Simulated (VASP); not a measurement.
# CdSe (Cadmoselite) (P6_3mc) in VASP: notebook

Runs on CdSe (Cadmoselite). Level: revPBE+D3(BJ). Tasks: single point.

All numbers are computed with VASP 6.6.1; they aren't measurements. Logs are shortened: lines on timing, memory, paths and dates and some standing lists are left out, and cuts for length are marked.

**Experimental background.**

From a printed reference work, data compilation, for a bulk crystal of CdSe at 2 K: band gap 1.841 eV.

The results are compared with them further down.

**1. The cell of the first run**

The structure is hexagonal, space group P6_3mc (No. 186). The conventional cell has a = 4.357 Å, b = 4.357 Å, c = 7.112 Å, α = 90.00°, β = 90.00°, γ = 120.00°. Within 3.5 Å of Cd (site symmetry 3m) lie 4 Se at 2.64 to 2.74 Å. Within 3.5 Å of Se (site symmetry 3m) lie 4 Cd at 2.64 to 2.74 Å.

**2. Single point, revPBE+D3(BJ)**

Input file INCAR:

```
SYSTEM = CdSe
  PREC = Accurate
  ENCUT = 520
  EDIFF = 1E-6
  ISMEAR = -1
  SIGMA = 0.05
  LREAL = .False.
  LASPH = .True.
  NELM = 60
  ALGO = Normal
  ISIF = 2
  LWAVE = .False.
  LCHARG = .False.
  GGA = RE
  IVDW = 12
  NBANDS = 26
```

Input file KPOINTS:

```
Automatic mesh
0
Gamma
  7 7 4
  0 0 0
```

Input file POSCAR:

```
CdSe
1.0
    4.3565854364      0.0000000000      0.0000000000
   -2.1782927182      3.7729136617      0.0000000000
    0.0000000000      0.0000000000      7.1123790148
Cd Se
2 2
Direct
    0.6666666667      0.3333333333      0.5000000000
    0.3333333333      0.6666666667      0.0000000000
    0.6666666667      0.3333333333      0.8850000000
    0.3333333333      0.6666666667      0.3850000000
```

Potentials or basis: VASP PAW PBE potentials, release 64 (Cd, Se).

On the command line:

```sh
$ cat potpaw_PBE.64/Cd/POTCAR potpaw_PBE.64/Se/POTCAR > POTCAR
$ mpirun -np 1 vasp_std > vasp.out
```

OUTCAR:

```text
SYSTEM = CdSe
   PREC = Accurate
   ENCUT = 520
   EDIFF = 1E-6
   ISMEAR = -1
   LREAL = .False.
   LASPH = .True.
   NELM = 60
   ISIF = 2
   GGA = RE
   IVDW = 12
 IVDW          = 12

 ion  position               nearest neighbor table
   1  0.667  0.333  0.500-   4 2.64   4 2.64   4 2.64   3 2.74
   2  0.333  0.667  0.000-   3 2.64   3 2.64   3 2.64   4 2.74
   3  0.667  0.333  0.885-   2 2.64   2 2.64   2 2.64   1 2.74
   4  0.333  0.667  0.385-   1 2.64   1 2.64   1 2.64   2 2.74

  LATTYP: Found a hexagonal cell.
 ALAT       =     4.3565854364
 C/A-ratio  =     1.6325581395

  Lattice vectors:

 A1 = (   4.3565854364,   0.0000000000,   0.0000000000)
 A2 = (  -2.1782927182,   3.7729136617,   0.0000000000)
 A3 = (   0.0000000000,   0.0000000000,   7.1123790148)

Analysis of symmetry for initial positions (statically):
=====================================================================
 Subroutine PRICEL returns:
 Original cell was already a primitive cell.

 Routine SETGRP: Setting up the symmetry group for a
 hexagonal supercell.

 Subroutine GETGRP returns: Found 12 space group operations
 (whereof  6 operations were pure point group operations)
 out of a pool of 24 trial point group operations.

The static configuration has the point symmetry C_3v.
 The point group associated with its full space group is C_6v.

Analysis of symmetry for dynamics (positions and initial velocities):
=====================================================================
 Subroutine PRICEL returns:
 Original cell was already a primitive cell.

 Routine SETGRP: Setting up the symmetry group for a
 hexagonal supercell.

 Subroutine GETGRP returns: Found 12 space group operations
 (whereof  6 operations were pure point group operations)
 out of a pool of 24 trial point group operations.

The dynamic configuration has the point symmetry C_3v.
 The point group associated with its full space group is C_6v.

 Subroutine INISYM returns: Found 12 space group operations
 (whereof  6 operations are pure point group operations),
 and found     1 'primitive' translations

----------------------------------------------------------------------------------------

                                     Primitive cell

  volume of cell :     116.9063

  direct lattice vectors                    reciprocal lattice vectors
     4.356585436  0.000000000  0.000000000     0.229537562  0.132523573  0.000000000
    -2.178292718  3.772913662  0.000000000     0.000000000  0.265047146  0.000000000
     0.000000000  0.000000000  7.112379015     0.000000000  0.000000000  0.140599931

  length of vectors
     4.356585436  4.356585436  7.112379015     0.265047146  0.265047146  0.140599931

  position of ions in fractional coordinates (direct lattice)
     0.666666667  0.333333333  0.500000000
     0.333333333  0.666666667  0.000000000
     0.666666667  0.333333333  0.885000000
     0.333333333  0.666666667  0.385000000

  ion indices of the primitive-cell ions
   primitive index   ion index
                 1           1
                 2           2
                 3           3
                 4           4

----------------------------------------------------------------------------------------

 KPOINTS: Automatic mesh

Automatic generation of k-mesh.
 Grid dimensions read from file:
 generate k-points for:    7    7    4

 Generating k-lattice:

  Cartesian coordinates                     Fractional coordinates (reciprocal lattice)
     0.032791080  0.018931939  0.000000000     0.142857143  0.000000000  0.000000000
     0.000000000  0.037863878  0.000000000     0.000000000  0.142857143  0.000000000
     0.000000000  0.000000000  0.035149983     0.000000000  0.000000000  0.250000000

  Length of vectors
     0.037863878  0.037863878  0.035149983

  Shift w.r.t. Gamma in fractional coordinates (k-lattice)
     0.000000000  0.000000000  0.000000000

 Subroutine IBZKPT returns following result:
 ===========================================

 Found     24 irreducible k-points:

 Following reciprocal coordinates:
            Coordinates               Weight
  0.000000  0.000000  0.000000      1.000000
  0.142857  0.000000  0.000000      6.000000
  0.285714  0.000000  0.000000      6.000000
  0.428571  0.000000  0.000000      6.000000
  0.142857  0.142857  0.000000      6.000000
  0.285714  0.142857  0.000000     12.000000
[... 16 lines left out ...]
  0.428571  0.142857  0.500000      6.000000
  0.285714  0.285714  0.500000      6.000000
   k-points           NKPTS =     24   k-points in BZ     NKDIM =     24   number of bands    NBANDS=     26
   number of dos      NEDOS =    301   number of ions     NIONS =      4
   total plane-waves  NPLWV =  55296
   dimension x,y,z NGX =    32 NGY =   32 NGZ =   54
   dimension x,y,z NGXF=    64 NGYF=   64 NGZF=  108
   ions per type =               2   2
   NGX,Y,Z   is equivalent  to a cutoff of  12.21, 12.21, 12.62 a.u.
   NGXF,Y,Z  is equivalent  to a cutoff of  24.42, 24.42, 25.24 a.u.
 SYSTEM =  CdSe
   PREC   = accura    normal or accurate (medium, high low for compatibility)
   ISTART =      0    job   : 0-new  1-cont  2-samecut
   ICHARG =      2    charge: 1-file 2-atom 10-const
   ISPIN  =      1    spin polarized calculation?
   LNONCOLLINEAR =      F non collinear calculations
   LSORBIT =      F    spin-orbit coupling
   LASPH  =      T    aspherical Exc in radial PAW
   ENCUT  =  520.0 eV  38.22 Ry    6.18 a.u.   8.10  8.10 13.22*2*pi/ulx,y,z
   NELM   =     60;   NELMIN=  2; NELMDL= -5     # of ELM steps
   EDIFF  = 0.1E-05   stopping-criterion for ELM
   LREAL  =      F    real-space projection
   EDIFFG = 0.1E-04   stopping-criterion for IOM
   NSW    =      0    number of steps for IOM
   IBRION =     -1    ionic relax: 0-MD 1-quasi-New 2-CG
   NFREE  =      0    steps in history (QN), initial steepest desc. (CG)
   ISIF   =      2    stress and relaxation
   ISYM   =      2    0-nonsym 1-usesym 2-fastsym
   POTIM  = 0.5000    time-step for ionic-motion
   TEBEG  =    0.0;   TEEND  =   0.0 temperature during run
   PSTRESS=    0.0 pullay stress
   NELECT =      36.0000    total number of electrons
   NUPDOWN=      -1.0000    fix difference up-down
   EMIN   =  10.00;   EMAX   =-10.00  energy-range for DOS
   EFERMI =   0.00;   METHOD = LEGACY
   ISMEAR =    -1;   SIGMA  =   0.05  broadening in eV -4-tet -1-fermi 0-gaus
   EFERMI_NEDOS =   21; number of points for ismear=-14 and -15
   IALGO  =     38    algorithm
   IMIX   =      4    mixing-type and parameters
     AMIX     =   0.40;   BMIX     =  1.00
     AMIX_MAG =   1.60;   BMIX_MAG =  1.00
  volume/ion in A,a.u.               =      29.23       197.23
  Fermi-wavevector in a.u.,A,eV,Ry     =   1.105511  2.089113 16.628417  1.222154
  Thomas-Fermi vector in A             =   2.241999
   LORBIT       =      0    0 simple, 1 ext, 2 COOP (PROOUT), +10 PAW based schemes
   GGA     = RE    functional components
   LHFCALC =     F    Hartree Fock is set to
   AEXX    =    0.0000 exact exchange contribution
   IVDW    =    12    specifies the selected vdW correction
   LEPSILON=     F    determine dielectric tensor
   LRPA    =     F    only Hartree local field effects (RPA)
 non-spin polarized calculation
  energy-cutoff  :      520.00
  volume of cell :      116.91
 maximum number of plane-waves:      3176
   NGX = 17   NGY = 17   NGZ = 27

 number of electron      36.0000004 magnetization

 Free energy of the ion-electron system (eV)
  ---------------------------------------------------
  ext. energy  EPLUGINS =         0.00000000
  ---------------------------------------------------
  free energy    TOTEN  =        -9.82451358 eV

  energy without entropy =       -9.82450259  energy(sigma->0) =       -9.82450808

 E-fermi :   1.1318     XC(G=0):  -8.5224

 val. band max:        0.7243440269   @ k =   0.0000   0.0000   0.0000
 cond. band min:       1.4673786198   @ k =   0.0000   0.0000   0.0000
 fundamental gap:      0.7430345929
 Fermi energy:         1.1318047961

 k-point     1 :       0.0000    0.0000    0.0000
  band No.  band energies     occupation
      1     -11.6221      2.00000
      2     -11.2933      2.00000
      3      -7.0909      2.00000
      4      -7.0909      2.00000
      5      -7.0409      2.00000
      6      -7.0409      2.00000
[... 18 lines left out ...]
     25       7.7200      0.00000
     26       8.4599      0.00000

 k-point     2 :       0.1429    0.0000    0.0000
  band No.  band energies     occupation
      1     -11.5652      2.00000
      2     -11.2658      2.00000
      3      -7.0677      2.00000
      4      -7.0551      2.00000
      5      -7.0135      2.00000
      6      -7.0116      2.00000
[... 18 lines left out ...]
     25       8.1245      0.00000
     26       8.1861      0.00000

 k-point     3 :       0.2857    0.0000    0.0000
  band No.  band energies     occupation
      1     -11.4297      2.00000
      2     -11.2100      2.00000
      3      -7.0213      2.00000
      4      -7.0075      2.00000
      5      -6.9456      2.00000
      6      -6.9226      2.00000
[... 18 lines left out ...]
     25       8.3859      0.00000
     26       8.7344      0.00000

 k-point     4 :       0.4286    0.0000    0.0000
  band No.  band energies     occupation
      1     -11.3051      2.00000
      2     -11.1798      2.00000
      3      -6.9929      2.00000
      4      -6.9886      2.00000
      5      -6.8944      2.00000
      6      -6.8517      2.00000
[... 18 lines left out ...]
     25       8.6875      0.00000
     26       9.8631      0.00000

 k-point     5 :       0.1429    0.1429    0.0000
  band No.  band energies     occupation
      1     -11.4687      2.00000
      2     -11.2244      2.00000
      3      -7.0357      2.00000
      4      -7.0133      2.00000
      5      -6.9635      2.00000
      6      -6.9549      2.00000
[... 18 lines left out ...]
     25       8.4458      0.00000
     26       8.7721      0.00000

 k-point     6 :       0.2857    0.1429    0.0000
  band No.  band energies     occupation
      1     -11.3360      2.00000
      2     -11.1843      2.00000
      3      -7.0079      2.00000
      4      -6.9738      2.00000
      5      -6.9085      2.00000
      6      -6.8860      2.00000
[... 427 lines left out ...]
 k-point    21 :       0.1429    0.1429    0.5000
  band No.  band energies     occupation
      1     -11.3428      2.00000
      2     -11.3428      2.00000
      3      -7.0063      2.00000
      4      -7.0063      2.00000
      5      -6.9829      2.00000
      6      -6.9829      2.00000
[... 18 lines left out ...]
     25       8.1692      0.00000
     26       8.1692      0.00000

 k-point    22 :       0.2857    0.1429    0.5000
  band No.  band energies     occupation
      1     -11.2547      2.00000
      2     -11.2547      2.00000
      3      -6.9626      2.00000
      4      -6.9626      2.00000
      5      -6.9400      2.00000
      6      -6.9400      2.00000
[... 18 lines left out ...]
     25       8.5036      0.00000
     26       8.5036      0.00000

 k-point    23 :       0.4286    0.1429    0.5000
  band No.  band energies     occupation
      1     -11.2155      2.00000
      2     -11.2155      2.00000
      3      -6.9436      2.00000
      4      -6.9436      2.00000
      5      -6.9346      2.00000
      6      -6.9346      2.00000
[... 18 lines left out ...]
     25       9.0771      0.00000
     26       9.0771      0.00000

 k-point    24 :       0.2857    0.2857    0.5000
  band No.  band energies     occupation
      1     -11.2064      2.00000
      2     -11.2064      2.00000
      3      -6.9392      2.00000
      4      -6.9392      2.00000
      5      -6.9222      2.00000
      6      -6.9222      2.00000
[... 18 lines left out ...]
     25       8.8096      0.00000
     26       8.8096      0.00000

------------------------ aborting loop because EDIFF is reached ----------------------------------------

 Edisp (eV)   -2.33819

 E8    (eV) :    -1.6210

  FORCE on cell =-STRESS in cart. coord.  units (eV):
  Direction    XX          YY          ZZ          XY          YZ          ZX
  --------------------------------------------------------------------------------------
  -------------------------------------------------------------------------------------
  Total      -0.48237    -0.48237    -1.73691     0.00000     0.00000     0.00000
  in kB      -6.61081    -6.61081   -23.80403     0.00000     0.00000     0.00000
  external pressure =      -12.34 kB  Pullay stress =        0.00 kB

 VOLUME and BASIS-vectors are now :
 -----------------------------------------------------------------------------
  energy-cutoff  :      520.00
  volume of cell :      116.91
      direct lattice vectors                 reciprocal lattice vectors
     4.356585436  0.000000000  0.000000000     0.229537562  0.132523573  0.000000000
    -2.178292718  3.772913662  0.000000000     0.000000000  0.265047146  0.000000000
     0.000000000  0.000000000  7.112379015     0.000000000  0.000000000  0.140599931

 POSITION                                       TOTAL-FORCE (eV/Angst)
 -----------------------------------------------------------------------------------
      2.17829      1.25764      3.55619        -0.000000      0.000000      0.257631
     -0.00000      2.51528      0.00000         0.000000     -0.000000      0.257631
      2.17829      1.25764      6.29446         0.000000     -0.000000     -0.257631
     -0.00000      2.51528      2.73827        -0.000000      0.000000     -0.257631
 -----------------------------------------------------------------------------------
    total drift:                               -0.000000     -0.000000     -0.000432

  FREE ENERGIE OF THE ION-ELECTRON SYSTEM (eV)
  ---------------------------------------------------
  free  energy   TOTEN  =       -12.1627069489 eV

  energy  without entropy=      -12.1626959594  energy(sigma->0) =      -12.16270145
```

Run time: 24 s. Hardware: 1 thread of Intel Xeon 6975P-C (Granite Rapids), shared host; peak memory 0.25 GiB.

What came out:

```yaml
Free_energy: -12.1627 eV
Pressure: -1.2 GPa
Largest_force: 0.258 eV/Å
Band_gap_on_the_k_mesh: 0.74 eV, direct
Dispersion_energy_per_atom: -0.585 eV
```

Forces in eV/Å, atoms in the order of the input:
```
Cd   0.000  0.000  0.258
Cd   0.000  0.000  0.258
Se   0.000  0.000 -0.258
Se   0.000  0.000 -0.258
```

Levels at points of the mesh, in eV from the valence-band top:
```tsv
k point	band 15	band 16	band 17	band 18	band 19	band 20	band 21	band 22
(0.00, 0.00, 0.00)	-0.66	0.00	0.00	0.00	0.74	2.17	5.94	5.94
(0.00, 0.00, 0.50)	-0.35	-0.35	-0.35	-0.35	2.35	2.35	5.88	5.88
```

Caveat: the PAW data sets were made with another functional, which shifts forces and pressure a little.

**3. Single point, revPBE+D3(BJ)**

This run uses another cell than the first one, of 29.79 Å³/atom, 1.019 times its volume.

Input file INCAR:

```
PREC = Accurate ; ENCUT = 520
EDIFF = 1E-6 ; ISMEAR = -1
SIGMA = 0.05 ; LREAL = F
LASPH = T ; NELM = 100
ALGO = Normal ; ISIF = 2
LWAVE = F ; LCHARG = F
GGA = RE ; IVDW = 12
NBANDS = 26
```

Input file KPOINTS:

```
Automatic mesh
0
Gamma
  7 7 4
```

Input file POSCAR:

```
CdSe
1.0
    4.3843351364      0.0000000000      0.0000000000
   -2.1921675682      3.7969456069      0.0000000000
    0.0000000000      0.0000000000      7.1576820134
Cd Se
2 2
Direct
    0.6666666667      0.3333333333      0.5000000000
    0.3333333333      0.6666666667      0.0000000000
    0.6666666667      0.3333333333      0.8850000000
    0.3333333333      0.6666666667      0.3850000000
```

Potentials or basis: VASP PAW PBE potentials, release 64 (Cd, Se).

On the command line:

```sh
$ cat potpaw_PBE.64/Cd/POTCAR potpaw_PBE.64/Se/POTCAR > POTCAR
$ mpirun -np 1 vasp_std > vasp.out
```

It took 28 s on 1 thread of Intel Xeon 6975P-C (Granite Rapids), shared host; peak memory 0.28 GiB.

It converged, with:

* Free energy: -12.1398 eV
* Pressure: -2.0 GPa
* Largest force: 0.239 eV/Å
* Band gap on the k mesh: 0.70 eV, direct
* Dispersion energy per atom: -0.571 eV

Forces on the atoms (eV/Å):
```
Cd   0.000  0.000  0.239
Cd   0.000  0.000  0.239
Se   0.000  0.000 -0.239
Se   0.000  0.000 -0.239
```

Stress tensor (GPa, compression positive):
```
-1.53  0.00  0.00
 0.00 -1.53  0.00
 0.00  0.00 -3.05
```

Levels at points of the mesh, in eV from the valence-band top:
```csv
k point,band 14,band 15,band 16,band 17,band 18,band 19,band 20,band 21,band 22,band 23
"(0.00, 0.00, 0.00)",-0.65,-0.65,-0.01,-0.01,0.00,0.70,2.14,5.93,5.93,6.17
"(0.00, 0.00, 0.50)",-2.39,-0.34,-0.34,-0.34,-0.34,2.30,2.30,5.85,5.85,6.29
```

Caveat: the PAW data sets were made with another functional, which shifts forces and pressure a little.

**4. Against experiment**

Step 2. Measured gap of CdSe: 1.841 eV (2 K; a printed reference work, data compilation). This calculation gives 0.74 eV (-1.10 eV). So large a miss can be the level of theory's own, or it may mean another phase, state or a wrong row. Spin-orbit coupling on Cd, Se is left out. The value is that of revPBE+D3(BJ), without temperature or zero-point motion. Semilocal functionals fall short of measured gaps as a rule.

Step 3. Against the measured gap of CdSe, 1.841 eV (2 K; a printed reference work, data compilation), the calculated 0.70 eV is off by -1.14 eV. So large a miss can be the level of theory's own, or it may mean another phase, state or a wrong row. Spin-orbit coupling on Cd, Se is left out. The value is that of revPBE+D3(BJ), without temperature or zero-point motion. Semilocal functionals fall short of measured gaps as a rule.
